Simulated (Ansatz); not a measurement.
# Lattice vibrations of HgSe at Γ

Theory: DFT PBE, scalar-relativistic, plane waves, PAW (Ansatz). Settings: 420 eV plane-wave cutoff, Γ-centred 16×16×16 mesh, Fermi-Dirac smearing of 0.15 eV. No spin polarisation. Phonons by linear response, acoustic sum rule imposed.

The cell, relaxed at this level:
```
Hg Se
1.0
     0.00000    3.13078    3.13078
     3.13078    0.00000    3.13078
     3.13078    3.13078    0.00000
Hg Se
1 1
Direct
  0.75000 0.75000 0.75000
  0.00000 0.00000 0.00000
```

The cell was relaxed from a distorted copy of a database structure. In a metal, frequencies depend on the k mesh and the smearing, soft modes most. Spin–orbit coupling is left out, which matters for heavy elements. A semilocal functional can close a gap that the real compound has.

Optical modes at Γ:
```json
{"frequency (THz)": "3.31", "degeneracy": "3"}
```

All 3 optical modes at Γ are real: no displacement of atoms at fixed cell lowers the energy to second order. Strains and modes at other wave vectors aren't tested by this run.
